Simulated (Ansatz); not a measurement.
**NaI: the cell at several levels of theory**

One table from this session's results is given with a row withheld; the runs are named, their logs left out.

The runs shown are made with Ansatz 0.2.0. PAW datasets, plane waves, zero pressure. Spin-unpolarised throughout. Whether this structure exists isn't addressed.

## The structure to begin with

Space group Pm-3m (No. 221), cubic; conventional cell a = 3.777 Å, 26.93 Å³ an atom. Near Na stand 8 I at 3.27 Å; near I stand 8 Na at 3.27 Å.

Coordinates:

```
Na I
1.0
     3.77652    0.00000    0.00000
     0.00000    3.77652    0.00000
     0.00000    0.00000    3.77652
Na I
1 1
Direct
  0.00000 0.00000 0.00000
  0.50000 0.50000 0.50000
```

The first run:

input.yaml

```yaml
crystal:
  lattice:
    - [3.7765162381, 0.0, 0.0]
    - [0.0, 3.7765162381, 0.0]
    - [0.0, 0.0, 3.7765162381]
  atoms:
    - { symbol: Na, position: [0.0, 0.0, 0.0] }
    - { symbol: I, position: [0.5, 0.5, 0.5] }
kpoints:
  mp_grid: { grid: [6, 6, 6] }
hamiltonian:
  xc: pbe
scf:
  occupations: { method: fermi_dirac, width: 0.02 }
relax:
  f_tol: 0.005
  cell: {}
output:
  write_density: true
  write_potential: true
  elf: true
  volumetric_format: npy
```

Run with:

```console
> ansatz run input.yaml --threads 2 --pin off --max-ram 2211MiB --backend cpu --events-out ev --progress --plain --runs-dir out
```

Steps of the session up to this table: Relaxation with PBE; Relaxing with r2SCAN; PBEsol: cell and atoms; Relaxing with LDA; HSE06: cell and atoms.

One table of the session follows, with a row left open; its other results are not shown here.

```
 level  a (Å)  volume (Å³/atom)
   PBE  4.062            33.522
r2SCAN  4.041            32.983
PBEsol      ?                 ?
   LDA  3.916            30.032
 HSE06  4.056            33.358
```

**Question.** Estimate the row for PBEsol.

As computed: a (Å): 3.989; volume (Å³/atom): 31.735. In the column «a (Å)» it lies between LDA (3.916) and r2SCAN (4.041).

The volume runs from LDA (least) to PBE (most), a spread of 11.6 %, or 3.7 % in length if all axes shared it alike. The meshes differ: PBE 6×6×6, r2SCAN 6×6×6, PBEsol 6×6×6, LDA 6×6×6, HSE06 4×4×4.
